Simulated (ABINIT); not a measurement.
Crystal: HfO2.

```
CELL_PARAMETERS angstrom
0.00000 2.55750 2.55750
2.55750 0.00000 2.55750
2.55750 2.55750 0.00000
ATOMIC_POSITIONS crystal
Hf 0.00000 0.00000 0.00000
O 0.75000 0.75000 0.75000
O 0.25000 0.25000 0.25000
```

Measurements of this composition are mostly on another form, of space group No. 14.

| Quantity | Value |
| --- | --- |
| Program | ABINIT 10.8.3 (patched build) |
| Task | relaxation of cell and atoms |
| Functional | LDA |
| Potentials or basis | PseudoDojo NC SR LDA v0.4.1 standard |
| Cutoff | 1143 eV |
| k mesh | 7 × 7 × 7 |
| Occupations | fermi-dirac, width 0.05 eV |
| Spin | no spin polarisation |

At the start: pressure -22.0 GPa; volume 11.15 Å³/atom.

Question: Where does the relaxation end?

Answer: Over 5 steps the energy falls by 72.1 meV/atom and the volume is 10.18 Å³/atom (-8.7 %); space group Fm-3m (No. 225, to 0.05 Å).

Step by step:
```tsv
step	energy change (eV)	largest force (eV/Å)	pressure (GPa)	volume (Å³)
1	0.0000	0.0000	-21.97	33.46
2	-0.2016	0.0000	-6.44	31.26
3	-0.2160	0.0000	0.87	30.45
4	-0.2163	0.0000	-0.03	30.55
5	-0.2163	0.0000	0.00	30.54
```

Final structure:
```
Hf O
1.0
     0.00000    2.48102    2.48102
     2.48102    0.00000    2.48102
     2.48102    2.48102    0.00000
Hf O
1 2
Cartesian
  0.0000 0.0000 0.0000
  3.7215 3.7215 3.7215
  1.2405 1.2405 1.2405
```
